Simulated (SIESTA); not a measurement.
**Er in SIESTA: convergence with k mesh**

The system is Er.

```
Er
1.0
    -2.01145    2.01738    2.04652
     1.96539   -1.94784    1.93092
     1.98651    1.92290   -1.97698
Er
1
Direct
  0.99230 0.98784 0.99020
```

The cell isn't the ideal one: cell strained at random at fixed volume.

```yaml
Program: SIESTA 5.4.2
Task: single point
Functional: LDA
Potentials_or_basis: PseudoDojo 3+ lanthanides (4f in the core) (PBE files)
Basis: DZP (energy shift 0.002 Ry)
Grid_cutoff: 800 Ry
Energy_shift: 0.002 Ry
k_mesh: 2 × 2 × 2
Occupations: fermi-dirac, width 0.05 eV
Spin: collinear spin, ferromagnetic start
Starting_moments: "[3.0] μB"
```

These are the settings of the first run; the series varies k mesh, with any setting tied to it.

Hardware: 1 thread of Arm Neoverse V1, with other jobs on the host.

```csv
k mesh,"energy less the tightest run, at zero smearing (meV/atom)",pressure (GPa),largest site moment (μB),SCF cycles,CPU time (s),peak memory (GiB)
2 × 2 × 2,-985.33,-22.88,0.74,9,53,0.27
4 × 4 × 4,-24.99,-5.04,0.18,18,88,0.27
5 × 5 × 5,12.22,-5.78,0.00,20,100,0.27
6 × 6 × 6,0.76,-5.69,0.16,16,87,0.27
8 × 8 × 8,-2.51,-5.57,0.00,17,100,0.27
9 × 9 × 9,1.89,-5.71,0.00,21,130,0.27
11 × 11 × 11,0.00,-5.69,0.00,17,130,0.27
```

Against the tightest run, the pressure stays within 0.1 GPa from 9 × 9 × 9 on; the largest site moment stays within 0.02 μB from 8 × 8 × 8 on. Not settled before the last step: the energy (to 1 meV/atom). Meshes of other sizes hit other points, so gaps and Fermi surfaces needn't settle smoothly. The tightest run that finished is the yardstick and may itself not be fully converged.

Caveat, for the tightest run too: the magnetic or orbital state may not be the lowest; semicore shells carry a single zeta, which can move pressures by several GPa and volumes by a few percent; the potentials were made for another functional, which shifts forces and pressure; spin-orbit coupling is left out, which moves the levels of the heavy elements; the 4f electrons are frozen in the core as for a trivalent ion, so they carry no moment and show no levels; the basis of atomic orbitals isn't converged, which shifts pressures, moduli and gaps. The state reached can hang on the start; a lower one may exist.
